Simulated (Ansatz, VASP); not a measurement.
Given: the input of a run of Ansatz 0.2.0 on Au.

Contents of input.yaml:

```yaml
crystal:
  lattice:
    - [2.8707087448, 0.0, 0.0]
    - [-0.0132094378, 2.8754912702, 0.0]
    - [-1.160208912, -1.208660215, 5.0205878461]
  atoms:
    - { symbol: Au, position: [0.672862, 0.665962, 0.274055] }
    - { symbol: Au, position: [0.327138, 0.334038, 0.725945] }
hamiltonian:
  xc: pbesol
  pseudopotentials: { kind: paw }
kpoints:
  mp_grid: { grid: [10, 10, 6] }
scf:
  occupations: { method: fermi_dirac, width: 0.05 }
output:
  forces: true
  stress: true
  eigenvalues: true
```

Potentials or basis: Ansatz PAW.

Launch:

```console
$ ansatz run input.yaml --threads 1 --pin off --max-ram 3584MiB --backend cpu --events-out ev --progress --plain --runs-dir out
```

Task: Set up the same calculation for VASP 6.6.1. Potentials there: VASP PAW PBE potentials, release 64 (Au).

Result: As run (the cutoff follows the program's own potentials):

The input INCAR:

```
SYSTEM = Au
PREC = Accurate ; ENCUT = 520
EDIFF = 1E-7 ; ISMEAR = -1
SIGMA = 0.05 ; LREAL = .False.
LASPH = .True. ; NELM = 60
ALGO = Fast ; ISIF = 2
LWAVE = .False. ; LCHARG = .False.
GGA = PS ; NBANDS = 18
```

The input KPOINTS:

```
regular mesh
0
Gamma
  10 10 6
  0 0 0
```

File POSCAR:

```
Au
1.0
    2.8707087448      0.0000000000      0.0000000000
   -0.0132094378      2.8754912702      0.0000000000
   -1.1602089120     -1.2086602150      5.0205878461
Au
2
Direct
    0.6728620000      0.6659620000      0.2740550000
    0.3271380000      0.3340380000      0.7259450000
```

Potentials or basis: VASP PAW PBE potentials, release 64 (Au).

Launch:

```console
$ cat potpaw_PBE.64/Au/POTCAR > POTCAR
$ mpirun -np 1 vasp_std > vasp.out
```

Both were run:

|  | VASP | Ansatz | Ansatz less VASP |
| --- | --- | --- | --- |
| gap on the k mesh at the Fermi level (eV) | none | none | - |
| pressure (GPa) | -13.0 | -12.9 | +0.13 |
| largest component of the traceless stress (GPa) | 1.09 | 1.10 | +0.007 |
| rms of the force components (eV/Å) | 0.104 | 0.102 | -0.0018 |

Atom by atom the forces differ by 0.002 eV/Å (rms over components). A gap of «none» marks a metal or a gap that the smearing closes. The functional is the same, so the differences come from potentials, cutoffs and numerics. The two sets of potentials don't hold the same shells in valence.

Caveats: the PAW data sets were made with another functional, which shifts forces and pressure a little (VASP); the PAW data sets come from PBE, with cores solved anew for the run's functional, which leaves a small shift of forces and pressure (Ansatz). Spin-orbit coupling is left out, which matters for the levels of Au.
